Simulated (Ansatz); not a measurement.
# PtSe2: a single-point run

Aim: a sound single-point run of PtSe2. The structure is shown as the input types it. The cell is built on a prototype (3R-MoS2 type) and needn't be the phase found in nature.

Method: density functional or hybrid calculation with the settings of its input, plane waves (as first typed), in Ansatz 0.2.0.

1 further run of the same task is left out (for a known fault of the program).

## 1. The starting structure

Symmetry: R3m, No. 160, trigonal system. The conventional cell has a = 3.641 Å, b = 3.641 Å, c = 16.454 Å, α = 90.00°, β = 90.00°, γ = 120.00°. Around Pt (site symmetry 3m) lie 6 Se at 2.54 to 2.57 Å. Se (site symmetry 3m) is surrounded by 3 Pt at 2.57 Å and 1 Se at 2.90 Å. Around Se (site symmetry 3m) lie 3 Pt at 2.54 Å and 1 Se at 2.90 Å.

The input asks for a charge of -0.05 e on the cell.

As a file:

```
CELL_PARAMETERS angstrom
1.82050 1.05106 5.48450
-1.82050 1.05106 5.48450
0.00000 -2.10213 5.48450
ATOMIC_POSITIONS crystal
Pt 0.99924 0.99924 0.99924
Se 0.42198 0.42198 0.42198
Se 0.24545 0.24545 0.24545
```

## 2. Running it

Input file input.yaml:

```yaml
crystal:
  lattice:
    - [1.8204971929, 1.0510645444, 5.48450213]
    - [-1.8204971929, 1.0510645444, 5.48450213]
    - [0.0, -2.1021290888, 5.48450213]
  atoms:
    - { symbol: Pt, position: [-0.0007636755, -0.0007636755, -0.0007636755] }
    - { symbol: Se, position: [0.4219829436, 0.4219829436, 0.4219829436] }
    - { symbol: Se, position: [0.2454473985, 0.2454473985, 0.2454473985] }
kpoints:
  mp_grid: { grid: [6, 6, 6] }
hamiltonian:
  xc: pbesol
scf:
  occupations: { method: fermi_dirac, width: 0.02 }
  n_extra_bands: 4
  max_iter: 66
output:
  forces: true
  stress: true
  eigenvalues: true
total_charge: -0.05
```

On the command line:

```sh
ansatz run input.yaml --threads 4 --pin off --max-ram 3686MiB --backend cpu --events-out ev --progress --plain --runs-dir out
```

**Question.** How will this run end, and is anything wrong with its input?

This run ends as converged. That alone doesn't make the input a sound one.

The suspect setting: total_charge is -0.05. With this charge the calculation describes a differently charged system.

The test: delete total_charge (the default then holds).
